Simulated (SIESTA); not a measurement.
Crystal: HgTe (Coloradoite).

```xyz
2
Lattice="0.0000 3.2145 3.2145 3.2145 0.0000 3.2145 3.2145 3.2145 0.0000" Properties=species:S:1:pos:R:3 pbc="T T T"
Hg    0.0000    0.0000    0.0000
Te    4.8217    4.8217    4.8217
```

Base run:

- Program: SIESTA 5.4.2
- Functional: PBEsol
- Potentials or basis: PseudoDojo 0.4 standard (PBEsol files)
- Basis: DZP (energy shift 0.003 Ry; two zetas on semicore shells)
- Grid cutoff: 800 Ry
- Energy shift: 0.003 Ry
- k mesh: 7 × 7 × 7
- Occupations: fermi-dirac, width 0.05 eV
- Spin: no spin polarisation

Its results: band gap on the k mesh none (metal or under the smearing width); pressure 2.5 GPa.

The run is repeated on the same cell with these changes: functional from PBEsol to PBE; potentials or basis from PseudoDojo 0.4 standard (PBEsol files) to SG15 1.2 (PBE files) or PseudoDojo by element. What comes out?

Band gap on the k mesh 0.60 eV, direct; pressure 4.3 GPa.

Caveats: spin-orbit coupling is left out, which moves the levels of the heavy elements; the basis of atomic orbitals isn't converged, which shifts pressures, moduli and gaps; short orbitals over semicore shells can move pressures by several GPa (some runs); the valence orbitals were made in a potential fitted to the semicore shell under them, which widens gaps by tenths of an eV or more (some runs).
